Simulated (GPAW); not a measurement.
The system is Ti.

```
Ti
1.0
    -1.64100    1.64100    1.64100
     1.64100   -1.64100    1.64100
     1.64100    1.64100   -1.64100
Ti
1
Cartesian
  0.0000 0.0000 0.0000
```

This isn't the form of Ti at room conditions, which is hcp.

Base run:

| Item | Value |
| --- | --- |
| Program | GPAW 26.7.0 |
| Functional | PBE |
| Potentials or basis | JTH PAW 2.0, PBE |
| Cutoff | 450 eV |
| Basis | pw |
| k mesh | 9 × 9 × 9 |
| Occupations | fermi-dirac, width 0.05 eV |
| Spin | no spin polarisation |

Its results: band gap on the k mesh none (metal or under the smearing width); pressure -2.5 GPa.

Question: The run is repeated on the same cell with these changes: functional from PBE to LDA; potentials or basis from JTH PAW 2.0, PBE to the program's PAW data sets (release 1.2.1) made for this functional. What comes out?

Answer: Band gap on the k mesh none (metal or under the smearing width); pressure -11.1 GPa.

Caveats: the cutoff is short for stress and forces, so pressures can be off by a GPa or more; the program truncates these outside data sets (some runs).
